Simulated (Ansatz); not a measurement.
# SiNi3 (Pm-3m) in Ansatz: further runs

One crystal, SiNi3, is run at these levels: PBE; tasks: relaxation of cell and atoms.

Program: Ansatz 0.2.0. These are calculated values, not measurements. Logs are shortened: lines on timing, memory, paths and dates and some standing lists are left out, and cuts for length are marked.

## Step 1: The structure

The structure is cubic, space group Pm-3m (No. 221). Conventional cell: a = 3.542 Å, b = 3.542 Å, c = 3.542 Å, α = 90.00°, β = 90.00°, γ = 90.00°. Around Ni (site symmetry 4/mmm) lie 8 Ni at 2.50 Å and 4 Si at 2.50 Å. Around Si (site symmetry m-3m) lie 12 Ni at 2.50 Å.

## Step 2: Relaxation of cell and atoms, PBE, collinear spin, ferromagnetic start, target pressure 5 GPa, at which the enthalpy is minimised

Input file input.yaml:

```yaml
crystal:
  lattice:
    - [3.542, 0.0, 0.0]
    - [0.0, 3.542, 0.0]
    - [0.0, 0.0, 3.542]
  atoms:
    - { symbol: Ni, position: [0.5, 0.5, 0.0], spin: 1.0 }
    - { symbol: Ni, position: [0.5, 0.0, 0.5], spin: 1.0 }
    - { symbol: Ni, position: [0.0, 0.5, 0.5], spin: 1.0 }
    - { symbol: Si, position: [0.0, 0.0, 0.0] }
hamiltonian:
  xc: pbe
  pseudopotentials: { kind: paw }
magnetization:
  spin_polarized: true
kpoints:
  mp_grid: { grid: [8, 8, 8] }
scf:
  occupations: { method: fermi_dirac, width: 0.05 }
output:
  forces: true
  stress: true
  eigenvalues: true
relax:
  f_tol: 0.01
  max_steps: 40
  cell: { stress_tol: 0.05, p_target: 5.0 }
```

Potentials or basis: Ansatz PAW.

Run with:

```
> ansatz run input.yaml --threads 2 --pin off --max-ram 5632MiB --backend cpu --events-out ev --progress --plain --runs-dir out
```

Standard output:

```text
Warning: RAYON_NUM_THREADS=2 ignored (pool sized by the plan → 2); use --threads N
Engine: ansatz 0.2.0, aarch64-unknown-linux-gnu
Pseudopotentials: kind: paw
Pseudopotential: Ni, paw, valence charge 18, recommended cutoff 420 eV (normal), Ni.paw.azcp
Pseudopotential: Si, paw, valence charge 4, recommended cutoff 420 eV (normal), Si.paw.azcp
Functional definition: PBE
  parameter kappa = 0.804
  parameter beta = 0.06672455060314922
  exchange = pbe_x(kappa = kappa, mu = beta*pi^2/3)
  correlation = pbe_c(beta = beta)
Crystal: 4 atoms, lattice volume = 44.437 Å³
Basis set: ecut = 420 eV, 895 PW (Γ), exchange–correlation on 48×48×48 points (8 copies of the dense FFT grid, shifted against one another)
Bands: 37, of which v1, the nominal top of the filled ones, is band 29 counted from 1 (28 counted from 0)
Symmetry: 48 space group operations
Space group: Pm-3m (ITA 221), of the structure as read, at distance tolerance 3.5e-5 Å
Magnetic group: BNS 221.92 (UNI 1594), of the structure as read, at distance tolerance 3.5e-5 Å
k-points: 35 of 512
Non-local potential: Ni, projectors of the file, l = 0: 3, l = 1: 2, l = 2: 3, l = 3: 1
Non-local potential: Si, projectors of the file, l = 0: 2, l = 1: 2, l = 2: 2
PAW form: soft (Blöchl's): semilocal exchange-correlation on the pseudo side does not see the compensation charge
PAW one-centre angular grid: Ni, 590 points (default); XC on 64 Gauss nodes
PAW one-centre angular grid: Si, 110 points (default); XC on 64 Gauss nodes
Initial density: superposition of atomic densities (chi_scale 0.1, normalization cell)
Starting moments: Σ|m| = 3 μB on 3 of 4 sites
Initial wavefunctions: pseudopotential atomic-orbital guess
Functional: x = pbe(κ = 0.804, μ = 0.2195149727645171), c = pbe(β = 0.06672455060314922)
iter 1 solved again at ethr=2.39e-3 eV; its pass at ethr=3.10e-3 eV (dr2=1.39e0 eV) is discarded
SCF iter   1: F=—  HF=-18153.022477 eV  |F-HF|=—  |Δ(HF+E_count)|=         —  Δρ=4.82e-2 (↑4.82e-2 ↓3.62e-2)  dr2=1.40e0  dr2_m=1.79e-1  M=2.088 μB ∫|m|=2.435 μB  β_m=0.30  ethr=2.39e-3  ⟨swp⟩=1.1  Hψ=12286  notcnv=0
Mixer restart at iter 1: flushing history
preconditioner: auto → Kerker (q_TF=auto, 2.852 Å⁻¹)  [metal: Δε(μ)=0.032 eV  Ē_g=8.197 eV  σ=0.050 eV  W_gap=0.16  n_scr=18 (ndim 8)  ℏωp=32.5 eV  f_vac=0.000  D(μ)=2.94/eV (n_scr^D=26)]
spin=Collinear: Kerker preconditioning applied to the charge; magnetization (m = ρ↑ − ρ↓) channel mixes plain (no charge-response kernel on spin).
[... 8 lines left out ...]
[... 73 lines left out ...]
[... 1 line left out ...]
SCF iter   8: F=—  HF=-18156.793417 eV  |F-HF|=—  |Δ(HF+E_count)|=   3.14e-8  Δρ=3.65e-7 (↑3.65e-7 ↓3.52e-7)  dr2=1.72e-10  dr2_m=1.87e-14  M=-0.000 μB ∫|m|=0.000 μB  β_m=0.88  ethr=1.27e-11  ⟨swp⟩=2.0  Hψ=4361  notcnv=0
SCF iter   9: F=—  HF=-18156.793417 eV  |F-HF|=—  |Δ(HF+E_count)|=  4.04e-10  Δρ=7.73e-9 (↑7.73e-9 ↓7.51e-9)  dr2=6.67e-14  dr2_m=1.75e-16  M=-0.000 μB ∫|m|=0.000 μB  β_m=0.89  ethr=1.00e-12  ⟨swp⟩=2.0  Hψ=3784  notcnv=0
SCF iter  10: F=-18156.793417 eV  HF=-18156.793417 eV  |F-HF|=3.64e-12  |Δ(HF+E_count)|=    0.00e0  Δρ=2.84e-8 (↑2.83e-8 ↓2.84e-8)  dr2=1.03e-12  dr2_m=2.04e-18  M=-0.000 μB ∫|m|=0.000 μB  ethr=1.00e-12  ⟨swp⟩=2.3  Hψ=7572  notcnv=0
the starting moments were not kept: the SCF closed with an absolute magnetisation of 2.4e-9 μB, where they sum to 3 μB in size (3 sites). That is at most 0.1 of that sum. Measured as dr2_m measures the in/out step, that magnetisation stands 1.5e-18 eV from none, at or under the dr2_threshold of 4.0e-11 eV: it is no larger than a step whose dr2_m would equal this threshold.
SCF 5 converged in 10 iterations: F = -18156.793417 eV  dr2 = 1.03e-12
relax step   5: F+E_penalty+E_count = -18156.79341652 eV  Δ(F+E_penalty+E_count) = +8.692e-4 eV  max|allowed force component| = 5.995e-29 eV/Å  Δτ_max = 0.0000 Å  P = +5.027 GPa  Ω = 42.159 Å³  stress off target by 2.74e-2 GPa  SCF on the basis re-selected at this cell (its energy is not comparable with the rows above)  (10 SCF iters)
[... 1 line left out ...]
SCF converged after 10 iterations
Magnetization: -0.0000 μB (29.0000 up, 29.0000 down)
Absolute magnetization: 0.0000 μB (∫|ρ↑−ρ↓|, with the PAW one-centre terms)
Spin contamination: 0.0000 ħ² per cell (⟨S²⟩ above its minimum at these occupations)
Per-site moments (μB) at R_I (Å): [(-4.793465301051694e-10, 1.0151719980379301), (-4.793468346661199e-10, 1.0151719980379301), (-4.793466438160194e-10, 1.0151719980379301), (5.397548408559654e-10, 1.0151719980379301)]
Free energy (F): -18156.793417 eV
Harris-Foulkes:  -18156.793417 eV  (|F-HF|=3.64e-12)
Internal energy: -18156.775346 eV  (E = F + TS)
E sigma→0 (E₀):  -18156.784381 eV
Entropy (-TS):   -0.018070 eV (-4.518 meV/atom)
Fermi energy:    17.997487 eV
--- Per-component energies (eV) ---
  E_band       = -820.348038
  E_kinetic    = 897.851313
  E_local      = -11525.198207  (includes V_loc(G=0)·N_el)
  E_nonlocal   = 1931.206998
  E_hartree    = 4918.878503
  E_xc         = -314.140018
  E_vxc        = -381.050221  (∫ρ·V_xc dr)
  E_paw        = -5403.191749  (= ΣΔE_a)
  E_vpaw       = -1580.916621  (= ΣTr[D̂ρ^β])
  E_aug_tail   = 0.001552  (compensation charges beyond the density's cutoff)
  E_ewald      = -8662.183740
  E_smearing   = -0.018070  (= −TS)
  E_closure    = 0.000000  (closes the sum)
  Σ components = -18156.793417   (vs F -18156.793417, Δ=0.00e0)
--- Forces (eV/Å), atoms counted from 1 ---
  atom   1  Ni     0.00000000     0.00000000    -0.00000000
  atom   2  Ni    -0.00000000    -0.00000000    -0.00000000
  atom   3  Ni    -0.00000000    -0.00000000     0.00000000
  atom   4  Si     0.00000000    -0.00000000     0.00000000
  max |Σ_I F_I| component: 7.57e-29 eV/Å
--- Stress (GPa, compression-positive) ---
        5.027354       0.000000      -0.000000
        0.000000       5.027354      -0.000000
       -0.000000      -0.000000       5.027354
  P = ⅓ Tr σ = 5.0274 GPa (50.274 kbar)
--- Band table (eV; the first three rows and the last of 70) ---
[... 4 lines left out ...]
--- Relaxed structure (4 steps of the walk, 4 accepted, 1 SCFs on fresh bases) ---
  F+E_penalty+E_count = -18156.79341652 eV   max|allowed force component| = 5.995e-29 eV/Å   (the final SCF, on the basis selected at the relaxed cell)
  cell:  # Å, volume = 42.1592 Å³
    - [3.4804121400403254, -1.4043239177823594e-34, 1.163582674733955e-33]
    - [-1.4043239177823594e-34, 3.4804121400403254, 0.0]
    - [1.163582674733955e-33, 0.0, 3.4804121400403254]
  atoms:
    - { symbol: Ni, position: [0.5000000000000001, 0.5000000000000001, 1.769989611679395e-38] }
    - { symbol: Ni, position: [0.5000000000000001, -1.0619937669510814e-37, 0.5000000000000001] }
    - { symbol: Ni, position: [8.141952213631136e-37, 0.5000000000000001, 0.5000000000000001] }
    - { symbol: Si, position: [-2.0177881572392297e-36, -1.06199376698197e-37, 8.849948057984271e-38] }
```

Wall time 19 s (2 threads of Arm Neoverse V2, shared host); peak memory 0.39 GiB.

What came out:

* Free energy: -18156.7934 eV
* Relaxed volume: 10.54 Å³/atom
* Relaxed cell: a = 3.480 Å, b = 3.480 Å, c = 3.480 Å, α = 90.00°, β = 90.00°, γ = 90.00°
* Space group after relaxing (to 0.05 Å): Pm-3m (No. 221)
* Energy change on relaxing (the enthalpy is what falls): -2.8 meV/atom
* Ionic steps: 5
* Pressure after relaxing: 5.0 GPa
* Band gap on the k mesh: none (metal or under the smearing width)
* Net moment: 0.00 μB per cell
* Absolute moment: 0.00 μB per cell

The path:
```tsv
step	energy change (eV)	largest force (eV/Å)	volume (Å³)
1	0.0000	0.0000	44.44
2	-0.0261	0.0000	43.10
3	-0.0088	0.0000	42.06
4	-0.0119	0.0000	42.16
5	-0.0110	0.0000	42.16
```

Final structure:
```
Ni Si
1.0
     3.48041    0.00000    0.00000
     0.00000    3.48041    0.00000
     0.00000    0.00000    3.48041
Ni Si
3 1
Direct
  0.50000 0.50000 0.00000
  0.50000 0.00000 0.50000
  0.00000 0.50000 0.50000
  0.00000 0.00000 0.00000
```

Levels at points of the mesh, in eV from the Fermi level:
Spin up:
| k point | band 26 | band 27 | band 28 | band 29 | band 30 | band 31 | band 32 | band 33 |
| --- | --- | --- | --- | --- | --- | --- | --- | --- |
| (0.00, 0.00, 0.00) | -0.65 | -0.65 | -0.30 | 0.04 | 0.04 | 0.04 | 5.00 | 6.40 |
| (0.00, 0.00, -0.50) | -1.35 | -1.19 | -0.58 | 0.04 | 3.67 | 3.67 | 5.27 | 5.27 |
| (0.00, -0.50, -0.50) | -1.50 | -1.15 | -1.05 | -0.99 | 0.67 | 0.67 | 5.72 | 6.40 |
| (-0.50, -0.50, -0.50) | -1.28 | -1.28 | -0.54 | -0.21 | -0.21 | -0.21 | 1.31 | 4.08 |
Spin down:
| k point | band 25 | band 26 | band 27 | band 28 | band 29 | band 30 | band 31 | band 32 | band 33 | band 34 |
| --- | --- | --- | --- | --- | --- | --- | --- | --- | --- | --- |
| (0.00, 0.00, 0.00) | -0.97 | -0.65 | -0.65 | -0.30 | 0.04 | 0.04 | 0.04 | 5.00 | 6.40 | 6.40 |
| (0.00, 0.00, -0.50) | -1.36 | -1.35 | -1.19 | -0.58 | 0.04 | 3.67 | 3.67 | 5.27 | 5.27 | 5.30 |
| (0.00, -0.50, -0.50) | -1.50 | -1.50 | -1.15 | -1.05 | -0.99 | 0.67 | 0.67 | 5.72 | 6.40 | 7.70 |
| (-0.50, -0.50, -0.50) | -1.51 | -1.28 | -1.28 | -0.54 | -0.21 | -0.21 | -0.21 | 1.31 | 4.08 | 4.08 |

Caveat: the plane-wave basis is chosen anew once the cell has moved, so the energies of steps on either side of that aren't comparable; the starting moments weren't kept.

## Step 3: Relaxation of cell and atoms, PBE, collinear spin, ferromagnetic start, target pressure 10 GPa, at which the enthalpy is minimised

Changes to input.yaml since step 2:

```diff
@@ -23,2 +23,6 @@
   eigenvalues: true
+  write_density: true
+  write_potential: true
+  elf: true
+  volumetric_format: npy
 relax:
@@ -26,2 +30,2 @@
   max_steps: 40
-  cell: { stress_tol: 0.05, p_target: 5.0 }
+  cell: { stress_tol: 0.05, p_target: 10.0 }
```

Potentials or basis: Ansatz PAW.

Run with:

```
> ansatz run input.yaml --threads 2 --pin off --max-ram 5632MiB --backend cpu --events-out ev --progress --plain --runs-dir out
```

It took 24 s on 2 threads of Arm Neoverse V2, shared host; peak memory 0.4 GiB.

The run converged. Its results:

```yaml
Free_energy: -18156.7541 eV
Relaxed_volume: 10.33 Å³/atom
Relaxed_cell: a = 3.457 Å, b = 3.457 Å, c = 3.457 Å, α = 90.00°, β = 90.00°, γ = 90.00°
Space_group_after_relaxing_to_0.05_Å: Pm-3m (No. 221)
Energy_change_on_relaxing_the_enthalpy_is_what_falls: +7.1 meV/atom
Ionic_steps: 6
Pressure_after_relaxing: 10.0 GPa
Band_gap_on_the_k_mesh: none (metal or under the smearing width)
Net_moment: 0.00 μB per cell
Absolute_moment: 0.00 μB per cell
```

The path:
| step | energy change (eV) | largest force (eV/Å) | volume (Å³) |
| --- | --- | --- | --- |
| 1 | 0.0000 | 0.0000 | 44.44 |
| 2 | -0.0206 | 0.0000 | 42.51 |
| 3 | 0.0378 | 0.0000 | 41.15 |
| 4 | 0.0264 | 0.0000 | 41.33 |
| 5 | 0.0270 | 0.0000 | 41.32 |
| 6 | 0.0283 | 0.0000 | 41.32 |

Final structure:
```yaml
crystal:
  lattice:
    - [3.45708, 0.00000, 0.00000]
    - [0.00000, 3.45708, 0.00000]
    - [0.00000, 0.00000, 3.45708]
  atoms:
    - { symbol: Ni, position: [0.50000, 0.50000, 0.00000] }
    - { symbol: Ni, position: [0.50000, 0.00000, 0.50000] }
    - { symbol: Ni, position: [0.00000, 0.50000, 0.50000] }
    - { symbol: Si, position: [0.00000, 0.00000, 0.00000] }
```

Levels at points of the mesh, in eV from the Fermi level:
Spin up:
| k point | band 26 | band 27 | band 28 | band 29 | band 30 | band 31 | band 32 | band 33 |
| --- | --- | --- | --- | --- | --- | --- | --- | --- |
| (0.00, 0.00, 0.00) | -0.67 | -0.67 | -0.31 | 0.04 | 0.04 | 0.04 | 5.20 | 6.49 |
| (0.00, 0.00, -0.50) | -1.39 | -1.22 | -0.59 | 0.04 | 3.75 | 3.75 | 5.32 | 5.32 |
| (0.00, -0.50, -0.50) | -1.54 | -1.18 | -1.09 | -1.01 | 0.69 | 0.69 | 5.85 | 6.50 |
| (-0.50, -0.50, -0.50) | -1.32 | -1.32 | -0.58 | -0.21 | -0.21 | -0.21 | 1.40 | 4.17 |
Spin down:
```
              k point  band 27  band 28  band 29  band 30  band 31  band 32
   (0.00, 0.00, 0.00)    -0.67    -0.31     0.04     0.04     0.04     5.20
  (0.00, 0.00, -0.50)    -1.22    -0.59     0.04     3.75     3.75     5.32
 (0.00, -0.50, -0.50)    -1.18    -1.09    -1.01     0.69     0.69     5.85
(-0.50, -0.50, -0.50)    -1.32    -0.58    -0.21    -0.21    -0.21     1.40
```

Caveat: the plane-wave basis is chosen anew once the cell has moved, so the energies of steps on either side of that aren't comparable; the starting moments weren't kept.

## Step 4: Relaxation of cell and atoms, PBE, collinear spin, ferromagnetic start, target pressure 20 GPa, at which the enthalpy is minimised

Changes to input.yaml since step 3:

```diff
@@ -23,6 +23,2 @@
   eigenvalues: true
-  write_density: true
-  write_potential: true
-  elf: true
-  volumetric_format: npy
 relax:
@@ -30,2 +26,2 @@
   max_steps: 40
-  cell: { stress_tol: 0.05, p_target: 10.0 }
+  cell: { stress_tol: 0.05, p_target: 20.0 }
```

Run with:

```
> ansatz run input.yaml --threads 2 --pin off --max-ram 5632MiB --backend cpu --events-out ev --progress --plain --runs-dir out
```

Wall time 20 s (2 threads of Arm Neoverse V2, shared host); peak memory 0.39 GiB.

It converged, with:

| Item | Value |
| --- | --- |
| Free energy | -18156.6203 eV |
| Relaxed volume | 9.97 Å³/atom |
| Relaxed cell | a = 3.416 Å, b = 3.416 Å, c = 3.416 Å, α = 90.00°, β = 90.00°, γ = 90.00° |
| Space group after relaxing (to 0.05 Å) | Pm-3m (No. 221) |
| Energy change on relaxing (the enthalpy is what falls) | +40.5 meV/atom |
| Ionic steps | 5 |
| Pressure after relaxing | 20.0 GPa |
| Band gap on the k mesh | none (metal or under the smearing width) |
| Net moment | 0.00 μB per cell |
| Absolute moment | 0.00 μB per cell |

Step by step:
```
step  energy change (eV)  largest force (eV/Å)  volume (Å³)
   1              0.0000                0.0000        44.44
   2              0.0261                0.0000        41.33
   3              0.1988                0.0000        39.58
   4              0.1599                0.0000        39.88
   5              0.1621                0.0000        39.88
```

Final structure:
```
CELL_PARAMETERS angstrom
3.41641 0.00000 0.00000
0.00000 3.41641 0.00000
0.00000 0.00000 3.41641
ATOMIC_POSITIONS crystal
Ni 0.50000 0.50000 0.00000
Ni 0.50000 0.00000 0.50000
Ni 0.00000 0.50000 0.50000
Si 0.00000 0.00000 0.00000
```

Levels at points of the mesh, in eV from the Fermi level:
Spin up:
```tsv
k point	band 27	band 28	band 29	band 30	band 31	band 32
(0.00, 0.00, 0.00)	-0.70	-0.32	0.05	0.05	0.05	5.55
(0.00, 0.00, -0.50)	-1.29	-0.62	0.05	3.90	3.90	5.41
(0.00, -0.50, -0.50)	-1.24	-1.14	-1.07	0.73	0.73	6.08
(-0.50, -0.50, -0.50)	-1.39	-0.65	-0.22	-0.22	-0.22	1.57
```
Spin down:
| k point | band 27 | band 28 | band 29 | band 30 | band 31 | band 32 |
| --- | --- | --- | --- | --- | --- | --- |
| (0.00, 0.00, 0.00) | -0.70 | -0.32 | 0.05 | 0.05 | 0.05 | 5.55 |
| (0.00, 0.00, -0.50) | -1.29 | -0.62 | 0.05 | 3.90 | 3.90 | 5.41 |
| (0.00, -0.50, -0.50) | -1.24 | -1.14 | -1.07 | 0.73 | 0.73 | 6.08 |
| (-0.50, -0.50, -0.50) | -1.39 | -0.65 | -0.22 | -0.22 | -0.22 | 1.57 |

Caveat: the plane-wave basis is chosen anew once the cell has moved, so the energies of steps on either side of that aren't comparable; the starting moments weren't kept.

## Step 5: Relaxation of cell and atoms, PBE, collinear spin, ferromagnetic start, target pressure 30 GPa, at which the enthalpy is minimised

Changes to input.yaml since step 4:

```diff
@@ -23,2 +23,6 @@
   eigenvalues: true
+  write_density: true
+  write_potential: true
+  elf: true
+  volumetric_format: npy
 relax:
@@ -26,2 +30,2 @@
   max_steps: 40
-  cell: { stress_tol: 0.05, p_target: 20.0 }
+  cell: { stress_tol: 0.05, p_target: 30.0 }
```

Run with:

```
> ansatz run input.yaml --threads 2 --pin off --max-ram 5632MiB --backend cpu --events-out ev --progress --plain --runs-dir out
```

It took 30 s on 2 threads of Arm Neoverse V2, shared host; peak memory 0.4 GiB.

It converged, with:

| Item | Value |
| --- | --- |
| Free energy | -18156.4332 eV |
| Relaxed volume | 9.67 Å³/atom |
| Relaxed cell | a = 3.382 Å, b = 3.382 Å, c = 3.382 Å, α = 90.00°, β = 90.00°, γ = 90.00° |
| Space group after relaxing (to 0.05 Å) | Pm-3m (No. 221) |
| Energy change on relaxing (the enthalpy is what falls) | +87.3 meV/atom |
| Ionic steps | 8 |
| Pressure after relaxing | 30.0 GPa |
| Band gap on the k mesh | none (metal or under the smearing width) |
| Net moment | 0.00 μB per cell |
| Absolute moment | 0.00 μB per cell |

The path:
| step | energy change (eV) | largest force (eV/Å) | volume (Å³) |
| --- | --- | --- | --- |
| 1 | 0.0000 | 0.0000 | 44.44 |
| 2 | 0.1245 | 0.0000 | 40.18 |
| 3 | 0.4228 | 0.0000 | 38.28 |
| 4 | 0.3430 | 0.0000 | 38.69 |
| 5 | 0.3473 | 0.0000 | 38.66 |
| 6 | 0.3504 | 0.0000 | 38.66 |
| 7 | 0.3491 | 0.0000 | 38.67 |
| 8 | 0.3491 | 0.0000 | 38.67 |

Final structure:
```xyz
4
Lattice="3.3817 0.0000 0.0000 0.0000 3.3817 0.0000 0.0000 0.0000 3.3817" Properties=species:S:1:pos:R:3 pbc="T T T"
Ni    1.6908    1.6908    0.0000
Ni    1.6908    0.0000    1.6908
Ni    0.0000    1.6908    1.6908
Si    0.0000    0.0000    0.0000
```

Levels at points of the mesh, in eV from the Fermi level:
Spin up:
```tsv
k point	band 25	band 26	band 27	band 28	band 29	band 30	band 31	band 32	band 33	band 34
(0.00, 0.00, 0.00)	-1.07	-0.73	-0.73	-0.33	0.05	0.05	0.05	5.86	6.82	6.82
(0.00, 0.00, -0.50)	-1.54	-1.54	-1.35	-0.65	0.05	4.03	4.03	5.49	5.49	5.98
(0.00, -0.50, -0.50)	-1.70	-1.70	-1.29	-1.20	-1.12	0.77	0.77	6.29	6.85	8.04
(-0.50, -0.50, -0.50)	-1.72	-1.46	-1.46	-0.71	-0.23	-0.23	-0.23	1.73	4.49	4.49
```
Spin down:
| k point | band 27 | band 28 | band 29 | band 30 | band 31 | band 32 |
| --- | --- | --- | --- | --- | --- | --- |
| (0.00, 0.00, 0.00) | -0.73 | -0.33 | 0.05 | 0.05 | 0.05 | 5.86 |
| (0.00, 0.00, -0.50) | -1.35 | -0.65 | 0.05 | 4.03 | 4.03 | 5.49 |
| (0.00, -0.50, -0.50) | -1.29 | -1.20 | -1.12 | 0.77 | 0.77 | 6.29 |
| (-0.50, -0.50, -0.50) | -1.46 | -0.71 | -0.23 | -0.23 | -0.23 | 1.73 |

Caveat: the plane-wave basis is chosen anew once the cell has moved, so the energies of steps on either side of that aren't comparable; the starting moments weren't kept.

## Step 6: The runs side by side

```csv
cell,target pressure (GPa),gap on the mesh (eV),pressure (GPa),moment (μB)
relaxed to 5 GPa,5,none,5.0,0.00
relaxed to 10 GPa,10,none,10.0,0.00
relaxed to 20 GPa,20,none,20.0,0.00
relaxed to 30 GPa,30,none,30.0,0.00
```

Alike in all rows: task relaxation of cell and atoms; level PBE; potentials or basis Ansatz PAW; spin collinear, ferromagnetic start; k mesh 8 × 8 × 8; cutoff (eV) 420; smearing fermi-dirac 0.05 eV.

Caveats: the plane-wave basis is chosen anew once the cell has moved, so the energies of steps on either side of that aren't comparable; the starting moments weren't kept.

Total energies depend on the potentials used, so only differences within one code and one set of settings carry meaning.
